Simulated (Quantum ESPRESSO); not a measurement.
Runs of Quantum ESPRESSO 7.5 on Cu. Symmetry: P6_3/mmc, No. 194, hexagonal system. The conventional cell has a = 2.534 Å, b = 2.534 Å, c = 4.113 Å, α = 90.00°, β = 90.00°, γ = 120.00°. Cu (site symmetry -6m2) is surrounded by 12 Cu at 2.52 to 2.53 Å. This isn't the form of Cu at room conditions, which is fcc.

```tsv
task	level	potentials or basis	cell	k mesh	cutoff (eV)	SCF threshold	symmetry	mesh quality	gap on the mesh (eV)	pressure (GPa)	V0 of scaled cells (Å³/atom)	B0 (GPa)
single point	PBEsol	GBRV 1.5 PBEsol	atoms moved at random, drawn with an rms of 0.05 Å	12 × 12 × 7	762	4e-10 Ry	-	not flagged	none	-1.2	-	-
single point	PBEsol	GBRV 1.5 PBEsol	as given	12 × 12 × 7	762	4e-10 Ry	-	not flagged	none	(b)	-	-
equation of state	PBEsol	GBRV 1.5 PBEsol	as given	12 × 12 × 7	762	4e-10 Ry	-	not flagged	-	-	11.38	165
equation of state	r2SCAN	SG15 PBE 1.2	as given	6 × 6 × 4	1197	1e-08 Ry	off	coarse	-	-	(a)	149
```

Alike in all rows: no spin polarisation; smearing fermi-dirac 0.05 eV.

Q: Fill in the values left out.

A: (a) 11.58; (b) -1.4.

Caveats: some runs use coarse meshes; the cell was scaled at fixed shape and fractional positions, which overstates the stiffness of a crystal with free parameters, most of all of layers and chains (some runs); the potentials were made for another functional, which shifts forces and pressure (some runs).

A gap of «none» marks a metal or a gap under the smearing width.
